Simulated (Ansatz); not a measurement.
## C: energy above lowest point as volume scale varies

Free energy against uniform scaling of the volume at fixed shape and fractions; periodic cell, basis, potentials, k mesh and filling as listed. The results are calculated, by Ansatz 0.2.0.

The cell before it is scaled or strained (space group C2/m, No. 12):
```
CELL_PARAMETERS angstrom
2.12730 -1.22830 0.00000
2.12730 1.22830 0.00000
-1.37910 0.00000 3.50280
ATOMIC_POSITIONS crystal
C 0.83336 0.83336 0.00009
C 0.16664 0.16664 0.99991
```

Settings of every row: functional PBEsol; dispersion none; potentials PAW; wave cutoff 500 eV; density cutoff 2000 eV; k mesh 14x14x8; k shift 0x0x0; occupations cold; smearing width 0.1 eV; spin none.

Limits: a layered crystal: even scaling strains the bonds within the layers, so this curve is stiffer than the crystal under pressure; the cell comes from a prototype or a list of computed structures and needn't be the stable phase.

| row | volume scale | V (Å³/atom) | energy above lowest point (meV/atom) |
| --- | --- | --- | --- |
| 1 | 0.92 | 8.42 | 60.6 |
| 2 | 0.9467 | 8.665 | ? |
| 3 | 0.9733 | 8.908 | 7.1 |
| 4 | 1 | 9.153 | 0 |
| 5 | 1.0267 | 9.397 | 3.9 |
| 6 | 1.0533 | 9.641 | 17.7 |
| 7 | 1.08 | 9.885 | 40.1 |

Question: what energy above lowest point should row 2 give?

Worked fit of energy above lowest point. Take u = (V_r/V)^(2/3) − 1 with V_r = 9.275 Å³ an atom, which is twice the finite (Eulerian) strain; such expansions in the strain, on which the Birch-Murnaghan equation of state is built, carry the rest volume and the bulk modulus. The shown rows have u = 0.0666, 0.02728, 0.00887, -0.00867, -0.02547, -0.04157. Least squares give energy above lowest point = 0.65 − 229.2 × u + 17178 × u² − 3317 × u³ meV/atom; a parabola predicts inner rows, each left out in turn, worse (root mean square 0.16 against 0.051 meV/atom). All shown rows lie on it to the printed digit. Its lowest point lies at u = 0.0067, or V = 9.183 Å³ an atom, and the curvature there gives the bulk modulus at fixed shape and fractions, B = (4/9)(1 + u)² E″(u)/V = 269 GPa. Letting shape and atoms relax would as a rule lower it, by much in layered, chain or molecular crystals. The withheld row has u = 0.0464, so the fit gives 0.65 − 229.2 × (0.0464) + 17178 × (0.0464)² − 3317 × (0.0464)³ = 26.7 meV/atom.

The calculation gave 26.8 meV/atom. The fit lies 0.1 meV/atom (0.17 % of the column's range) below it, one unit of the last digit.
